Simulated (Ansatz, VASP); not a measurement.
KMgF3 in VASP and in Ansatz

```
K Mg F
1.0
     3.98821   -0.09528   -0.09528
    -0.09528    3.98821   -0.09528
    -0.09528   -0.09528    3.98821
K Mg F
1 1 3
Direct
  0.50000 0.50000 0.50000
  0.00000 0.00000 0.00000
  0.50000 0.00000 0.00000
  0.00000 0.50000 0.00000
  0.00000 0.00000 0.50000
```

Alike in both runs: task single point; functional LDA; k mesh 6 × 6 × 6; occupations gaussian, width 0.05 eV; no spin polarisation.

```csv
,VASP,Ansatz
version,VASP 6.6.1,Ansatz 0.2.0
potentials or method,"VASP PAW LDA potentials, release 64 (K_sv, Mg, F)","scalar-relativistic, plane waves, PAW"
plane-wave cutoff (eV),520,420
valence electrons in the cell,32,40
```

|  | VASP | Ansatz | Ansatz less VASP |
| --- | --- | --- | --- |
| gap on the k mesh at the Fermi level (eV) | 6.88 | 6.91 | +0.028 |
| least direct gap on the mesh (eV) | 7.08 | 7.11 | +0.027 |
| pressure (GPa) | -5.1 | -4.3 | +0.80 |
| largest component of the traceless stress (GPa) | 2.16 | 2.15 | -0.018 |

The two sets of potentials don't hold the same shells in valence.

A k mesh can miss the band edges. LDA gaps usually lie below the measured ones, often by a third to a half.
